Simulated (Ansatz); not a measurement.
## Si$_{2}$Mo: do energies and stresses tell the same story?

These are results of DFT PBE, scalar-relativistic, plane waves, PAW (Ansatz), not measurements.

Cutoff 420 eV; k points 18×18×18 on the computed 3-atom cell (Γ-centred); Gaussian smearing, width 0.10 eV; no spin polarisation.

Relaxed cell: I4/mmm, a = 3.217 Å, b = 3.217 Å, c = 7.873 Å, α = 90.00°, β = 90.00°, γ = 90.00°, 3 atoms in the primitive cell.

Energies at zero smearing and pressures from the stress tensor, at volumes with shape and atoms relaxed:
```tsv
V (Å³/atom)	E − E(first) (meV/atom)	P (GPa)
12.764	0.00	14.49
13.171	-26.62	6.66
13.578	-34.86	0.01
13.986	-27.50	-5.64
14.393	-6.90	-10.42
```

Problem. Check P = −dE/dV between neighbouring volumes, and get the bulk modulus from the pressures alone.

Solution. With 1 eV/Å³ = 160.2 GPa:
| middle V (Å³/atom) | −ΔE/ΔV (GPa) | mean P (GPa) |
| --- | --- | --- |
| 12.967 | 10.469 | 10.577 |
| 13.375 | 3.242 | 3.334 |
| 13.782 | -2.896 | -2.817 |
| 14.190 | -8.099 | -8.031 |

The two differ by 0.11 GPa at most. The mean of two end pressures misses the average over a step by about ΔV² P″/12, up to 0.11 GPa here; with that taken off 0.00 GPa remains. Around V = 13.578 Å³/atom, the two neighbours give B = −V ΔP/ΔV = 13.578 × 12.30 / 0.815 = 205.0 GPa, against B0 = 203.9 GPa from the Birch–Murnaghan fit of the energies.